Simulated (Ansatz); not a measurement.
Wires are cut from relaxed bulk GaN (F-43m, not its usual structure, 11.76 Å³/atom, gap on the mesh 1.54 eV); atoms and period are relaxed, and energies count from that bulk. Caps count from half an H2 molecule.

Method: Ansatz, DFT PBE, scalar-relativistic, plane waves, PAW.

Plane waves to 420 eV, a k mesh through Γ of 1×1×10 on the computed 28-atom cell and Gaussian smearing (0.05 eV); no spin polarisation.

Start ([110] wire, 16 host atoms a period with H caps):

```
CELL_PARAMETERS angstrom
18.00000 0.00000 0.00000
0.00000 18.80000 0.00000
0.00000 0.00000 3.21626
ATOMIC_POSITIONS crystal
Ga 0.50000 0.70325 0.00000
Ga 0.50000 0.46131 0.00000
N 0.50000 0.64277 0.50000
N 0.50000 0.40083 0.50000
Ga 0.41066 0.58228 0.50000
Ga 0.41066 0.34034 0.50000
N 0.58934 0.52180 0.00000
N 0.58934 0.27986 0.00000
Ga 0.58934 0.58228 0.50000
Ga 0.58934 0.34034 0.50000
N 0.41066 0.52180 0.00000
N 0.41066 0.27986 0.00000
Ga 0.32132 0.46131 0.00000
Ga 0.67868 0.46131 0.00000
N 0.32132 0.40083 0.50000
N 0.67868 0.40083 0.50000
H 0.57122 0.75147 0.00000
H 0.42878 0.75147 0.00000
H 0.33944 0.63050 0.50000
H 0.54307 0.24853 0.00000
H 0.63561 0.24853 0.00000
H 0.66056 0.63050 0.50000
H 0.45693 0.24853 0.00000
H 0.36439 0.24853 0.00000
H 0.25010 0.50953 0.00000
H 0.74990 0.50953 0.00000
H 0.27505 0.36950 0.50000
H 0.72495 0.36950 0.50000
```

Question: Relax it.

Answer: The free energy falls by 52 meV/atom.

| Item | Value |
| --- | --- |
| excess energy (eV per host atom) | 0.111 |
| line energy (eV/Å) | 0.543 |
| period (Å) | 3.263 |
| gap on the mesh (eV) | 0.63 |

Relaxed structure:
```xyz
28
Lattice="18.0000 0.0000 0.0000 0.0000 18.8000 0.0000 0.0000 0.0000 3.2631" Properties=species:S:1:pos:R:3 pbc="T T T"
Ga    9.0000   13.2391    0.0000
Ga    9.0000    8.7511    0.0000
N     9.0000   11.9981    1.6315
N     9.0000    7.4400    1.6315
Ga    7.3635   11.0151    1.6315
Ga    7.3529    6.5071    1.6315
N    10.6160    9.7437    0.0000
N    10.7994    5.2842    0.0000
Ga   10.6365   11.0151    1.6315
Ga   10.6471    6.5071    1.6315
N     7.3840    9.7437    0.0000
N     7.2006    5.2842    0.0000
Ga    5.7065    8.8316    0.0000
Ga   12.2935    8.8316    0.0000
N     5.7967    7.5807    1.6315
N    12.2033    7.5807    1.6315
H    10.3829   13.9885    0.0000
H     7.6171   13.9885    0.0000
H     5.9570   11.6964    1.6315
H    10.1345    4.5060    0.0000
H    11.7265    4.8464    0.0000
H    12.0430   11.6964    1.6315
H     7.8655    4.5060    0.0000
H     6.2735    4.8464    0.0000
H     4.3005    9.4896    0.0000
H    13.6995    9.4896    0.0000
H     4.9311    7.0293    1.6315
H    13.0689    7.0293    1.6315
```

Each run keeps its start's symmetry and one magnetic start, so lower states can exist.

Time: 3.9 min on 4 threads of Intel(R) Xeon(R) Platinum 8488C (Sapphire Rapids), on a shared host, peak memory 2.8 GiB.